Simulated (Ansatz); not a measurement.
Rows from a G0W0 calculation on Te2Mo (2H monolayer) (Ansatz 0.2.0; G0W0 on PBE, plane waves, PAW; 9×9×1 mesh, 143 empty bands, screening to 33 eV), in eV. Spin-orbit coupling is left out.

```csv
row,k,band,start,Σx,Σc at the solution,Vxc
A,"(0.333, 0.333, 0.000)",c1,-3.792,-15.376,-3.212,-19.579
B,"(0.333, 0.333, 0.000)",v2,-6.592,-18.295,2.321,-16.148
C,"(0.333, 0.333, 0.000)",v1,-4.869,-18.211,0.591,-18.109
D,"(0.333, 0.333, 0.000)",c2,-2.989,-12.884,-3.405,-17.197
```

Q: Give the quasiparticle energies and the shift of each level.

The quasiparticle equation reads E = start + Σx + Σc(E) − Vxc.

```csv
row,E (eV),shift (eV)
A,-2.800,+0.991
B,-6.417,+0.174
C,-4.379,+0.490
D,-2.080,+0.909
```

The gap over the computed points goes from 1.08 eV to 1.58 eV.

Limits: not at the basis limit; coarse mesh for a sheet; no spin-orbit coupling.

[Paths, hosts, dates, memory and timing lines, banners, echoed tables and standing remarks are left out of the program output.]

[Logs are printed without paths, hosts, clocks, repeated set-up lines and the standing remarks that a program may print on its own settings, such as how far it seeks lower states.]

[Runs of the session that timed out or met a known fault of the program may be left out.]

[Cells called generated may have been cut or substituted from an entry of the Crystallography Open Database or the Materials Project.]

[Hosts, paths, dates, database ids (printed as entryN), source tags and the programs' standing remarks are cut or masked in the printed files.]
